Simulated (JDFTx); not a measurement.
C:

```
CELL_PARAMETERS angstrom
2.12732 -1.22828 0.00000
2.12732 1.22828 0.00000
-1.37907 0.00000 3.50283
ATOMIC_POSITIONS crystal
C 0.16664 0.16664 0.99991
C 0.83336 0.83336 0.00009
```

This is a stacking variant of graphite.

Base run:

```yaml
Program: JDFTx 1.7.0 (patched build)
Functional: TASK
Potentials_or_basis: SG15-PBE-1.2 with smoothed tails
Cutoff: 1361 eV
Density_cutoff: 10885 eV
k_mesh: 8 × 8 × 5
Occupations: fermi-dirac, width 0.05 eV
Spin: no spin polarisation
```

Its results: band gap on the k mesh 2.02 eV, direct; pressure 3.2 GPa; largest force 0.028 eV/Å.

The run is repeated on the same cell with these changes: functional from TASK to r2SCAN. What comes out?

Band gap on the k mesh 1.84 eV, direct; pressure -1.0 GPa; largest force 0.010 eV/Å.

Caveats: meta-GGA forces are noisy on this grid; the potentials were made for another functional, which shifts forces and pressure; an odd mesh through Γ misses points on the zone boundary, where band edges often lie; the empty levels aren't tightly converged (some runs).
